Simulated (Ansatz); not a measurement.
# CO2: the cost of one run

Method: DFT, PBE, plane-wave PAW, default files, scalar-relativistic, as far as a step names no other, in Ansatz 0.2.0.

1 further run of the same task is left out (set aside as unsound or not needed).

## Step 1: Starting point

Symmetry: P4_2/mnm, No. 136, tetragonal system. The conventional cell has a = 3.516 Å, b = 3.516 Å, c = 4.104 Å, α = 90.00°, β = 90.00°, γ = 90.00°. C (site symmetry mmm) is surrounded by 2 O at 1.16 Å. O (site symmetry m2m) is surrounded by 1 C at 1.16 Å.

Coordinates:

```cif
data_structure
_symmetry_space_group_name_H-M 'P 1'
_symmetry_Int_Tables_number 1
_cell_length_a 3.5161
_cell_length_b 3.5161
_cell_length_c 4.1043
_cell_angle_alpha 90.000
_cell_angle_beta 90.000
_cell_angle_gamma 90.000
_cell_volume 50.74
loop_
_atom_site_label
_atom_site_type_symbol
_atom_site_fract_x
_atom_site_fract_y
_atom_site_fract_z
_atom_site_occupancy
C1 C 0.00000 0.00000 0.00000 1
C2 C 0.50000 0.50000 0.50000 1
O1 O 0.23291 0.23291 0.00000 1
O2 O 0.26709 0.73291 0.50000 1
O3 O 0.76709 0.76709 0.00000 1
O4 O 0.73291 0.26709 0.50000 1
```

The earlier run gave: gap on the mesh 5.70 eV, largest force 0.004 eV/Å, pressure 29.0 GPa.

Like atoms gathered into sites:

| site | atoms | first shell | V_zz (10²¹ V/m²) | η | C_Q (MHz) |
| --- | --- | --- | --- | --- | --- |
| C | 1, 2 | 2 O at 1.16 Å, angle 180° | -2.96 | 0.19 | – |
| O | 3, 4, 5, 6 | 1 C at 1.16 Å | 7.38 | 0.13 | -4.57 (¹⁷O) |

Conventions: |V_zz| ≥ |V_yy| ≥ |V_xx|, η = (V_xx − V_yy)/V_zz, C_Q = eQV_zz/h. Nuclear quadrupole moments: year-2017 set (Pyykkö). A dash under C_Q marks elements without a common quadrupolar isotope.

## Step 2: A check on settings: crystal.symmetry = detect: false

Input file input.yaml:

```yaml
crystal:
  lattice:
    - [3.5161, 0.0, 0.0]
    - [0.0, 3.5161, 0.0]
    - [0.0, 0.0, 4.1043]
  atoms:
    - { symbol: C, position: [0.0, 0.0, 0.0] }
    - { symbol: C, position: [0.5, 0.5, 0.5] }
    - { symbol: O, position: [0.2329106708, 0.2329106708, 0.0] }
    - { symbol: O, position: [0.2670893292, 0.7329106708, 0.5] }
    - { symbol: O, position: [0.7670893292, 0.7670893292, 0.0] }
    - { symbol: O, position: [0.7329106708, 0.2670893292, 0.5] }
  symmetry: { detect: false }
kpoints:
  mp_grid: { grid: [5, 5, 5] }
scf:
  occupations: { method: fermi_dirac, width: 0.02 }
hamiltonian:
  xc: pbe
  pseudopotentials: { kind: paw }
output:
  forces: true
  stress: true
  populations: true
  efg: { quadrupole_moments_barn: { O: -0.02558 }, contact_densities: true }
```

Run with:

```sh
> ansatz run input.yaml --threads 1 --pin off --max-ram 3072MiB --backend cpu --events-out ev --progress --plain --runs-dir out
```

Q: Estimate wall time and peak memory on 1 thread of Intel Xeon 6975P-C (Granite Rapids), shared host.

About 4.8 s, with a peak of 0.4 GiB.
